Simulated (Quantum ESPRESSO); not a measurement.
Crystal: Ir.

```
Ir
1.0
     0.00000    1.91560    1.91560
     1.91560    0.00000    1.91560
     1.91560    1.91560    0.00000
Ir
1
Direct
  0.00000 0.00000 0.00000
```

| Item | Value |
| --- | --- |
| Program | Quantum ESPRESSO 7.5 |
| Task | relaxation of cell and atoms |
| Functional | PBEsol |
| Dispersion | D4 |
| Potentials or basis | GBRV 1.5 PBEsol |
| Cutoff | 612 eV |
| Density cutoff | 4898 eV |
| k mesh | 12 × 12 × 12 |
| Occupations | fermi-dirac, width 0.05 eV |
| Spin | no spin polarisation |

At the start: pressure -6.2 GPa; volume 14.06 Å³/atom.

Problem. Where does the relaxation end?

Solution. Over 3 steps the energy falls by 4.1 meV/atom and the volume is 13.84 Å³/atom (-1.5 %); space group Fm-3m (No. 225, to 0.05 Å).

Step by step:
| step | energy change (eV) | largest force (eV/Å) | pressure (GPa) | volume (Å³) |
| --- | --- | --- | --- | --- |
| 1 | 0.0000 | 0.0000 | -6.16 | 14.06 |
| 2 | -0.0030 | 0.0000 | 3.06 | 13.74 |
| 3 | -0.0041 | 0.0000 | -0.07 | 13.84 |

Final structure:
```xyz
1
Lattice="2.6950 0.0000 0.0000 1.3475 2.3340 0.0000 1.3475 0.7780 2.2005" Properties=species:S:1:pos:R:3 pbc="T T T"
Ir    0.0000    0.0000    0.0000
```

Caveat: pairwise dispersion overbinds metals, which lowers pressure and volume.
